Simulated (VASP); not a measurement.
A run of VASP 6.6.1 is set up as follows.

Contents of INCAR:

```
PREC = Accurate
ENCUT = 600
EDIFF = 1E-7
ISMEAR = 0
SIGMA = 0.03
LREAL = F
LASPH = T
NELM = 80
ALGO = Normal
ISIF = 3
LWAVE = F
LCHARG = F
GGA = PS
IBRION = 2
NSW = 90
EDIFFG = -0.005
```

File KPOINTS:

```
Automatic mesh
0
Gamma
  12 12 12
```

POSCAR

```
I                                       
1.0
   -1.5896874182      1.5897909671      3.7740651025
    1.5896874182     -1.5897909671      3.7740651025
    1.5896874182      1.5897909671     -3.7740651025
  I             
     1
Direct
     0.0000000000000000    0.0000000000000000    0.0000000000000000
```

Potentials or basis: VASP PAW PBE potentials, release 64 (I).

The run is started by

```sh
$ cat potpaw_PBE.64/I/POTCAR > POTCAR
$ mpirun -np 1 vasp_std > vasp.out
```

(1) Estimate the band gap on the k mesh.

(2) Estimate the relaxed volume.

(3) Predict the relaxed cell.

Answers

(1) none (metal or under the smearing width).

(2) 38.17 Å³/atom.

(3) a = 4.394 Å, b = 4.394 Å, c = 4.394 Å, α = 137.57°, β = 137.57°, γ = 61.56°.

Caveat: the PAW data sets were made with another functional, which shifts forces and pressure a little; an odd number of electrons without spin polarisation forces a metal; a magnetic or distorted state may lie lower.
